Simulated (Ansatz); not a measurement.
# Cyclopentadiene (C5H6): up Jacob's ladder to CCSD(T)

The task here is to estimate one member of a computed series from the others.

Method: functionals in def2-TZVPP, the program's frozen cores in correlated methods; program: Ansatz 0.2.0, Gaussian basis.

Levels to be run: LDA (SPW92), PBE-D4, revPBE-D4, BLYP-D4, r2SCAN-D4, B97M-V, PBE0-D4, B3LYP-D4, r2SCANh-D4, r2SCAN0-D4, HSE06-D4, BHLYP-D4, CAM-B3LYP-D4, LC-ωPBE, ωB97X-V, ωB97M-V, B2PLYP, PBE-QIDH; CCSD(T)/def2-SVP; CCSD(T)/def2-TZVPP; CCSD(T)/def2-QZVPP; extrapolation to the limit; RPA on PBE.

### The geometry

All runs share one geometry, relaxed beforehand with PBE0-D4 in a triple-zeta def2 set.

SMILES `C1=CCC=C1`, 11 atoms, charge 0, spin multiplicity 1.

Atoms are counted from 1 here; the program's logs count them from 0.

Bond lengths: C1–C2 1.342 Å, C1–C5 1.459 Å, C1–H6 1.082 Å, C2–C3 1.493 Å, C2–H7 1.081 Å, C3–C4 1.493 Å, C3–H8 1.098 Å, C3–H9 1.098 Å, C4–C5 1.342 Å, C4–H10 1.081 Å, C5–H11 1.082 Å. Angles: C2–C1–C5 109.2°, C2–C1–H6 126.1°, C5–C1–H6 124.7°, C1–C2–C3 109.1°, C1–C2–H7 126.8°, C3–C2–H7 124.1°, C2–C3–C4 103.4°, C2–C3–H8 112.0°, C2–C3–H9 111.9°, C4–C3–H8 112.0°, C4–C3–H9 111.9°, H8–C3–H9 105.8°, C3–C4–C5 109.1°, C3–C4–H10 124.1°, C5–C4–H10 126.8°, C1–C5–C4 109.2°, C1–C5–H11 124.7°, C4–C5–H11 126.1°.

Coordinates:

```
C    -1.1909    0.4356   -0.2532
C    -0.7280    0.0154    0.9344
C     0.6960   -0.4048    0.7818
C     0.9759   -0.1620   -0.6640
C    -0.1294    0.3254   -1.2488
H    -2.1895    0.8007   -0.4559
H    -1.2753   -0.0236    1.8661
H     0.8455   -1.4569    1.0580
H     1.3661    0.1731    1.4320
H     1.9276   -0.3572   -1.1386
H    -0.2326    0.5975   -2.2914
```

The first run:

File in.yaml:

```yaml
crystal:
  periodic: [false, false, false]
  atoms:
    - {symbol: C, position_ang: [-1.190908, 0.435581, -0.253247]}
    - {symbol: C, position_ang: [-0.727966, 0.015404, 0.934424]}
    - {symbol: C, position_ang: [0.696025, -0.404757, 0.781838]}
    - {symbol: C, position_ang: [0.975888, -0.162044, -0.663959]}
    - {symbol: C, position_ang: [-0.129447, 0.325410, -1.248811]}
    - {symbol: H, position_ang: [-2.189505, 0.800746, -0.455869]}
    - {symbol: H, position_ang: [-1.275329, -0.023644, 1.866052]}
    - {symbol: H, position_ang: [0.845543, -1.456905, 1.058016]}
    - {symbol: H, position_ang: [1.366130, 0.173056, 1.432031]}
    - {symbol: H, position_ang: [1.927569, -0.357200, -1.138595]}
    - {symbol: H, position_ang: [-0.232601, 0.597452, -2.291379]}
basis:
  gaussian: {orbitals: def2-TZVPP}
hamiltonian: {xc: lda}
output: {orbitals: {seedname: orbitals}}
```

On the command line:

```bash
> ansatz run in.yaml --threads 2 --pin off --events-out ev --progress --plain --max-ram 32768MiB --backend cpu
```

Steps of the session up to this table: LDA; PBE-D4 (GGA); revPBE-D4 (GGA); BLYP-D4 (GGA); r2SCAN-D4 (meta-GGA); B97M-V (meta-GGA); PBE0-D4 (hybrid); B3LYP-D4 (hybrid); r2SCANh-D4 (hybrid); r2SCAN0-D4 (hybrid); HSE06-D4 (hybrid); BHLYP-D4 (hybrid); CAM-B3LYP-D4 (range-separated); LC-ωPBE (range-separated); ωB97X-V (range-separated); ωB97M-V (range-separated); B2PLYP (double hybrid); PBE-QIDH (double hybrid).

One of the session's tables, all rows but one given; the rest of the session is left out.

It belongs to the step «Orbital energies across the functionals». 

```
  functional  HOMO (eV)  gap (eV)
 LDA (SPW92)      -5.54      3.91
      PBE-D4      -5.34      3.90
   revPBE-D4      -5.27      3.91
     BLYP-D4      -5.16      3.86
   r2SCAN-D4      -5.47      4.21
      B97M-V      -5.44      4.24
     PBE0-D4      -6.34      5.86
    B3LYP-D4      -6.13      5.42
  r2SCANh-D4      -5.86      4.94
  r2SCAN0-D4      -6.44      6.05
    HSE06-D4          ?         ?
    BHLYP-D4      -7.17      7.75
CAM-B3LYP-D4      -7.62      8.27
     LC-ωPBE      -8.99     10.76
     ωB97X-V      -8.60     10.31
     ωB97M-V      -8.52     10.14
```

Q: Estimate the row for HSE06-D4 from the others.

**Answer.** HOMO (eV): -5.94; gap (eV): 5.08. In the column «HOMO (eV)» it lies between B3LYP-D4 (-6.13) and r2SCANh-D4 (-5.86).
